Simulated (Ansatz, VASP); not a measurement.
InGa3As2 in VASP and in Ansatz

```xyz
6
Lattice="6.4056 0.0000 0.0000 -3.2028 5.5474 0.0000 0.0000 0.0000 3.5424" Properties=species:S:1:pos:R:3 pbc="T T T"
In    0.0000    0.0000    0.0000
Ga    3.2028    0.0000    1.7712
Ga    1.6014    2.7737    1.7712
Ga   -1.6014    2.7737    1.7712
As    0.0000    3.6983    0.0000
As    3.2028    1.8491    0.0000
```

Change from the starting cell: species swapped into the TmB2Ru3 type (P6/mmm, No. 191).

Alike in both runs: task single point; functional PBE; k mesh 3 × 3 × 6; occupations gaussian, width 0.1 eV; no spin polarisation.

```csv
,VASP,Ansatz
version,VASP 6.6.1,Ansatz 0.2.0
potentials or method,"VASP PAW PBE potentials, release 64 (In_d, Ga_d, As)","scalar-relativistic, plane waves, PAW"
plane-wave cutoff (eV),520,420
valence electrons in the cell,62,82
```

VASP gave:

| Quantity | Value |
| --- | --- |
| gap on the k mesh at the Fermi level (eV) | none |
| pressure (GPa) | 8.0 |
| largest component of the traceless stress (GPa) | 0.01 |

**Question.** Which values does Ansatz return?

**Answer.** gap on the k mesh at the Fermi level (eV): none; pressure (GPa): 7.8; largest component of the traceless stress (GPa): 0.05.

A gap of «none» marks a metal or a gap that the smearing closes. The two sets of potentials don't hold the same shells in valence.

Caveats: the k mesh is coarse (spacing up to 0.38 Å⁻¹), so the values aren't converged.
